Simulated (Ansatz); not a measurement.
Set up this calculation in Ansatz 0.2.0, as an ASE script.

- Task: electrostatic potential
- Functional: r2SCAN
- Dispersion: rVV10
- Potentials or basis: Ansatz PAW
- Cutoff: 500 eV
- Density cutoff: 2500 eV
- k mesh: 8 × 8 × 8
- Occupations: fixed
- Spin: no spin polarisation
- Driver: chain

The structure of GaAs lies in GaAs.xyz:

```xyz
2
Lattice="0.0000000000 2.8640496607 2.8640496607 2.8640496607 0.0000000000 2.8640496607 2.8640496607 2.8640496607 0.0000000000" Properties=species:S:1:pos:R:3 pbc="T T T"
As     4.2960744910      4.2960744910      4.2960744910
Ga     0.0000000000      0.0000000000      0.0000000000
```

The cell isn't the ideal one: volume scaled by 1.04.

One way to write it, as run:

run.py

```python
import json

import ase.io
import numpy as np

import ansatz as az

atoms = ase.io.read("GaAs.xyz")

calculation = (
    az.Crystal.from_ase(atoms)
    .calculation()
    .kpoints(8, 8, 8)
    .functional("r2scan", dispersion="rvv10")
    .pseudopotentials(kind="paw")
    .occupations(method="fixed")
    .density()
    .potential()
    .output_files(volumetric_format="npy")
    .electron_localization_function()
    .forces()
    .stress()
    .band_table(publish=True)
)
outcome = calculation.run(threads=2, events_out="events.jsonl")

report = outcome.report
for line in open("events.jsonl"):
    event = json.loads(line)
    if event["event"] == "scf_iter":
        d = event["data"]
        print(f"SCF {d['iter']:3d}  HF = {d['harris_foulkes_ev']:.6f} eV  dr2 = {d['dr2_ev']:.2e} eV")
    elif event["event"] in ("relax_step", "md_step"):
        d = event["data"]
        print(f"{event['event']} {d['step']:3d}  E = {d['lagrangian_ev']:.6f} eV")
np.set_printoptions(precision=5, suppress=True, linewidth=110)
print("converged:", report["converged"], "after", report["n_iterations"], "iterations")
print(f"free energy {report['free_energy_ev']:.6f} eV, Fermi level {report['fermi_energy_ev']:.4f} eV")
for key in ("band_edges_ev", "magnetization_mub", "site_moments_mub", "site_moments_nc_mub", "forces_ev_ang",
                "stress_gpa"):
    if report.get(key) is not None:
        print(key, np.array(report[key]), sep="\n")
```

Potentials or basis: Ansatz PAW.

Launch:

```bash
$ python run.py
```

It gave:

| Item | Value |
| --- | --- |
| Pressure | -2.9 GPa |
| Band gap on the k mesh | 0.69 eV, direct |

Caveat: the PAW data sets were made with another functional, which shifts forces and pressure a little.

It took 5.5 s on 2 threads of Arm Neoverse V2, with other jobs on the host, peak memory 0.67 GiB.
